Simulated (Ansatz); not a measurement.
## KF (CsCl type) under strain

KF, CsCl type, relaxed with r2SCAN in Ansatz. The symmetry is Pm-3m (No. 221, cubic); a = 3.179 Å in the conventional setting, 16.06 Å³ an atom. K is surrounded by 8 F at 2.75 Å; F is surrounded by 8 K at 2.75 Å.

The axes x, y and z are those of this cell:
```yaml
crystal:
  lattice:
    - [3.17887, 0.00000, 0.00000]
    - [0.00000, 3.17887, 0.00000]
    - [0.00000, 0.00000, 3.17887]
  atoms:
    - { symbol: K, position: [0.00000, 0.00000, 0.00000] }
    - { symbol: F, position: [0.50000, 0.50000, 0.50000] }
```

Unstrained: The PBE gap is indirect, 6.816 eV (M to Γ), below the direct gap of 6.852 eV at Γ. r2SCAN gives an indirect gap of 7.724 eV, from M to Γ; the least direct gap is 7.755 eV at Γ. With HSE06 the valence top lies at M and the conduction bottom at Γ, 8.918 eV higher; the smallest vertical gap, at Γ, is 8.948 eV. Meshes: PBE 8×8×8, r2SCAN 8×8×8, HSE06 6×6×6. Strains are changes of length per length. After each strain the atoms were relaxed again with r2SCAN within the symmetry that the strain leaves, so tilts or polar shifts that break it weren't tested; points keep the names that they have in the unstrained zone. The cell comes from a prototype generator: it can be a known phase or a hypothetical one. Spin polarisation is off.

Changes of the least gap in eV (an overlap counts as a negative gap):

| strain | volume change (%) | space group | PBE | r2SCAN | HSE06 | energy rise, r2SCAN (meV/atom) |
| --- | --- | --- | --- | --- | --- | --- |
| biaxial +2.88 % in x and y, z held | +5.8 | P4/mmm | -0.488 | -0.512 | -0.520 | 8.9 |
| uniaxial -2.03 % along z | -2.0 | P4/mmm | +0.107 | +0.117 | +0.122 | 2.3 |
| uniaxial +2.62 % along [111] | +2.6 | R-3m | -0.196 | -0.208 | -0.211 | 1.7 |

Biaxial +2.88 % in x and y, z held. HSE06: the gap goes from 8.918 to 8.398 eV (-0.520 eV). Stress change with r2SCAN, compression positive: xx -2.93, yy -2.93, zz -0.44 GPa.

Uniaxial -2.03 % along z, other directions held. HSE06: the gap goes from 8.918 to 9.040 eV (+0.122 eV). Stress change with r2SCAN, compression positive: xx +0.27, yy +0.27, zz +2.24 GPa.

Uniaxial +2.62 % along [111], other directions held. HSE06: the gap goes from 8.918 to 8.707 eV (-0.211 eV). Stress change with r2SCAN, compression positive: xx -1.00, yy -1.00, zz -1.00, xy -0.14, xz -0.14, yz -0.14 GPa.

The meshes of the hybrids are coarse, so their gaps aren't converged to the digits shown.
